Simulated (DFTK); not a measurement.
Pd: changing the functional

```
CELL_PARAMETERS angstrom
0.00000 1.94650 1.94650
1.94650 0.00000 1.94650
1.94650 1.94650 0.00000
ATOMIC_POSITIONS crystal
Pd 0.00000 0.00000 0.00000
```

Kept alike: task band structure; k mesh 12 × 12 × 12; occupations fermi-dirac, width 0.05 eV; no spin polarisation. Program: DFTK, SG15 1.2 (PBE), cutoff 1225 eV. The mesh is that of the run's cell of 1 atom. No spin-orbit coupling.

| run | pressure (GPa) |
| --- | --- |
| A | -3.17 |
| B | 0.77 |
| C | -9.39 |

Pressure is positive in compression; the values hold the error of the finite cutoff, so their zero can differ a little from the energy's minimum. For a metal such a mesh leaves the last digits unconverged. Runs of this series that gave no sound value for these columns are left out. All rows use potentials made for PBE.

Problem. The runs differ in the functional alone: LDA; PBEsol; r2SCAN. Which run is which?

Solution. Run A is PBEsol; run B is r2SCAN; run C is LDA. The pressure runs from -9.39 (LDA) to 0.77 GPa (r2SCAN). A positive pressure means that the functional's own cell is larger than the one given, a negative one that it is smaller.
